**Q:** I have the valence levels of zinc-blende MgS at five k points, from a calculation with the rSCAN functional, and two more points whose levels I have not seen. Can I predict those levels without running anything?

Valence levels of zinc-blende MgS, with the cell volume scaled by 1.25, from GPAW 26.7.0 with rSCAN, PAW data sets (gpaw-data 1.2.1), an 800 eV plane-wave cutoff, an 8×8×8 k mesh and 0.05 eV Fermi–Dirac smearing. Spin polarisation and spin–orbit coupling are off. Energies are counted from the valence top, and level under 1 is the highest valence level at each k point.

```csv
point a (reciprocal cell vector),point b (reciprocal cell vector),point c (reciprocal cell vector),level under 4 (eV),level under 3 (eV),level under 2 (eV),level under 1 (eV)
0.0000,0.0000,0.0000,-11.094,0.000,0.000,0.000
0.1250,0.1250,0.0000,-11.019,-0.561,-0.136,-0.136
0.3750,0.3750,-0.2500,-10.555,-1.994,-1.405,-0.633
0.5000,0.2500,-0.2500,?,?,?,?
0.5000,0.2500,0.2500,?,?,?,?
0.5000,0.5000,0.0000,-10.546,-2.241,-0.804,-0.804
0.5000,0.5000,0.5000,-10.679,-2.461,-0.263,-0.263
```

**A:** First find out where the points lie. The columns point a, point b and point c are coordinates along the reciprocal cell vectors. Along the cubic axes, in units of 2π/a with a the cubic lattice constant, they become kx = b + c − a, ky = a + c − b and kz = a + b − c, where a, b and c now stand for the three columns.

**Q:** Then row 1 is Γ at (0, 0, 0), row 6 is X at (0, 0, 1) and row 7 is L at (½, ½, ½). Row 3 is U. Of the two unknown points, row 4 is (−½, 0, 1), which is W, and row 5 is (0, ½, ½), on the way from Γ to K.

**A:** Good. Now take the deepest level, level under 4, which in such a sulfide is mainly S 3s. Each S atom has twelve S neighbours, and an electron hops to them directly or by way of Mg. The k point sets the phase of the wave from one S atom to the next. At Γ all neighbours are in phase, the s orbitals bond, and the level is at its lowest.

**Q:** So I only need to add up the phases?

**A:** Yes. For these twelve neighbours the sum is proportional to F = cos πkx·cos πky + cos πky·cos πkz + cos πkz·cos πkx. It is 3 at Γ, −1 at X and 0 at L. Try to get L from the other two.

**Q:** From Γ to X the level rises from −11.094 to −10.546 eV, by 0.548 eV, while F falls by 4. That is 0.137 eV for each unit of F. L lies one unit above X in F, so its level should be −10.546 − 0.137 = −10.683 eV. The table has −10.679 eV, which my estimate did not use.

**A:** Now work out F at the unknown points.

**Q:** At W the cosines are 0, 1 and −1, so F = −1, as at X. At row 5 they are 1, 0 and 0, so F = 0, as at L. W should repeat X, and row 5 should repeat L.

**A:** That is the forecast for the s level. The top three levels are mainly S 3p, and there the sign turns round. When neighbouring p orbitals are in phase, lobes of opposite sign meet head-on, which is antibonding, so these levels are highest at Γ. All three coincide there; spin–orbit coupling, which is left out, would split them by roughly 0.1 eV.

**Q:** Does the rule of repeats hold for p levels too?

**A:** For the highest one, level under 1, it does, as long as hops end at the nearest S neighbours. The simplest model gives a p orbital two hops, one for lobes that point at each other and one for lobes side by side. I fitted these and a site energy to the highest level at the five known points. In this model, too, W repeats X and row 5 repeats L.

**Q:** And the two levels below it?

**A:** They need two corrections. With the same constants, the lowest p level comes out too high, by 0.06 eV at X and 0.23 eV at row 2. The likely main cause is a push from the empty levels above, though longer hops could do the same. I therefore adjusted the lowest level by a straight-line fit to the known points except Γ, where symmetry forbids mixing with the empty s-like level, and the middle level by one to all five.

**Q:** What is the second correction?

**A:** With the two hops of the model alone, the lower two p levels would tie at W. Zinc blende has no inversion centre, so an extra mixing term is allowed, and it breaks the tie. I took its size from U alone, so the forecasts for the lower two p levels, at W and at row 5 alike, lean on that one row.

**Q:** Then let us write the forecasts down, from the deepest level to the highest, in eV from the valence top.

**A:** The ranges are my judgement, wider than the fit errors because few points carry many constants.

- W: −10.55 ± 0.02; −1.84 ± 0.2; −1.41 ± 0.2; −0.81 ± 0.1.
- Row 5: −10.68 ± 0.02; −1.81 ± 0.2; −1.00 ± 0.2; −0.27 ± 0.1.

The withheld rows as computed:

```csv
point a (reciprocal cell vector),point b (reciprocal cell vector),point c (reciprocal cell vector),level under 4 (eV),level under 3 (eV),level under 2 (eV),level under 1 (eV)
0.5000,0.2500,-0.2500,-10.542,-1.868,-1.366,-0.988
0.5000,0.2500,0.2500,-10.686,-1.930,-1.057,-0.276
```

**Q:** Seven of the eight fall within their ranges. The one that fails is the highest level at W. It lies at −0.99 eV, 0.18 eV below the forecast, and that was a level I trusted.

**A:** Start with what held. The s level repeats X at W and L at row 5 to within about 0.01 eV, so hops between nearest S neighbours describe it well. The highest level at row 5 also repeats L to about 0.01 eV. The lowest p level at row 5 is the weakest hit, 0.12 eV below its forecast.

**Q:** And the broken tie at W?

**A:** The lower two levels there are 0.50 eV apart, where the mixing read from U alone gives 0.39 eV. If the levels keep the order of the model, the lack of inversion accounts for this splitting, and its size carries over fairly well from U to W.

**Q:** Why, then, did the highest level fail at W? The fit looked excellent.

**A:** It did: leaving out one known point at a time gave a typical error of 0.025 eV, and the miss at W is seven times that. But that test only asks whether the known points agree with one another. W is sure to equal X only if hops end at the nearest S neighbours. The next S atoms, one lattice constant away along the cubic axes, are all in phase at X, while at W those along one axis are out of phase.

**Q:** So longer hops are to blame?

**A:** They are one possibility. Another is that empty levels push the highest level down more at W than at X. Their heights speak against this, since the same run puts the two lowest empty levels about 1.4 eV higher at W than at X, and a greater distance weakens the push. They would have to mix more strongly with the highest valence level at W, or empty levels further up would have to do the pushing. Both are guesses, and the energies alone don't decide between them. The printed output below shows the fits and each miss.

**Q:** Would the numbers carry over to a real crystal of MgS?

**A:** For relaxed zinc blende the reasoning would, but the energies would not. This cell is stretched by roughly 8 % in length compared with the usual zinc-blende form, and shorter contacts strengthen the hops and spread the levels further apart. The stable form is rocksalt, which has an inversion centre, so the extra mixing term vanishes there.

**Q:** What would settle the matter of W?

**A:** The make-up of its highest valence state. If that state holds clearly more of the orbitals that form the empty levels than its partner at X does, the push from above is the likelier cause. If the two are alike, longer hops between S atoms become the better suspect.

Printed output of the fit:

```
fit of level_under_4 on 5 rows: constant -10.68 +/- 0.0016, coefficient of F -0.1381 +/- 0.00087; rms 0.00254, worst 0.125 0.00359, leave-one-out rms 0.00438
  rows outside the fit (model, value, miss): 0.5 -10.54, -10.54, -0.00176; 0.5 -10.68, -10.69, 0.0041
fit of level_under_1 on 5 rows: constant -0.9533 +/- 0.024, coefficient of tsig 0.3072 +/- 0.013, coefficient of tpi -0.03542 +/- 0.0038; rms 0.0084, worst 0.125 0.0104, leave-one-out rms 0.0246
  rows outside the fit (model, value, miss): 0.5 -0.8116, -0.988, 0.176; 0.5 -0.268, -0.276, 0.00798
fit of level_under_3 on 4 rows (point_a > 0): constant -0.2566 +/- 0.053, coefficient of low0 0.9331 +/- 0.029; rms 0.0325, worst 0.5 -0.0517, leave-one-out rms 0.0518
  rows outside the fit (model, value, miss): 0.0 -0.2639, 0, -0.264; 0.5 -1.836, -1.868, 0.0316; 0.5 -1.811, -1.93, 0.119
fit of level_under_2 on 5 rows: constant 0.0224 +/- 0.032, coefficient of mid0 1.102 +/- 0.047; rms 0.0379, worst 0.5 -0.0677, leave-one-out rms 0.0851
  rows outside the fit (model, value, miss): 0.5 -1.41, -1.366, -0.0444; 0.5 -0.998, -1.057, 0.059
S 3s level, X above Gamma, eV: 0.548
lowest p level at row 2, computed less hop model, eV: -0.2346
lowest p level at X, computed less hop model, eV: -0.05893
splitting of the lower two p levels at W from the mixing alone, eV: 0.3924
```
